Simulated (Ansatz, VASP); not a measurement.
## One calculation of Cd, two programs

```
Cd
1.0
     0.00000    2.24734    2.24734
     2.24734    0.00000    2.24734
     2.24734    2.24734    0.00000
Cd
1
Direct
  0.00000 0.00000 0.00000
```

Change from the starting cell: volume scaled by 1.04.

Alike in both runs: task single point; functional PBE; k mesh 10 × 10 × 10; occupations fermi-dirac, width 0.05 eV; no spin polarisation.

|  | VASP | Ansatz |
| --- | --- | --- |
| version | VASP 6.6.1 | Ansatz 0.2.0 |
| potentials or method | VASP PAW PBE potentials, release 64 (Cd) | Ansatz PAW |
| plane-wave cutoff (eV) | 520 | 420 |
| valence electrons in the cell | 12 | 20 |

Ansatz gave:

| Property | Result |
| --- | --- |
| gap on the k mesh at the Fermi level (eV) | none |
| pressure (GPa) | 0.3 |

**Question.** What did VASP give for the same quantities?

**Answer.** gap on the k mesh at the Fermi level (eV): none; pressure (GPa): 0.6.

A gap of «none» marks a metal or a gap that the smearing closes. The two sets of potentials don't hold the same shells in valence.
